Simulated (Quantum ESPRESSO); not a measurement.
The system is CaO.

```
Ca O
1.0
     0.00000    2.40356    2.40356
     2.40356    0.00000    2.40356
     2.40356    2.40356    0.00000
Ca O
1 1
Cartesian
  0.0000 0.0000 0.0000
  2.4036 2.4036 2.4036
```

The cell is a database's computed one.

Base run:

| Quantity | Value |
| --- | --- |
| Program | Quantum ESPRESSO 7.5 |
| Functional | PBEsol |
| Potentials or basis | GBRV 1.5 PBEsol |
| Cutoff | 612 eV |
| Density cutoff | 4898 eV |
| k mesh | 10 × 10 × 10 |
| Occupations | fermi-dirac, width 0.05 eV |
| Spin | no spin polarisation |

Its results: band gap on the k mesh 3.56 eV, indirect (least direct gap 3.94 eV).

Question: The run is repeated on the same cell with these changes: functional from PBEsol to LDA; potentials or basis from GBRV 1.5 PBEsol to JTH 2.0 LDA; cutoff from 612 eV to 490 eV; density cutoff from 4898 eV to 2939 eV. What comes out?

Answer: Band gap on the k mesh 3.48 eV, indirect (least direct gap 3.86 eV).
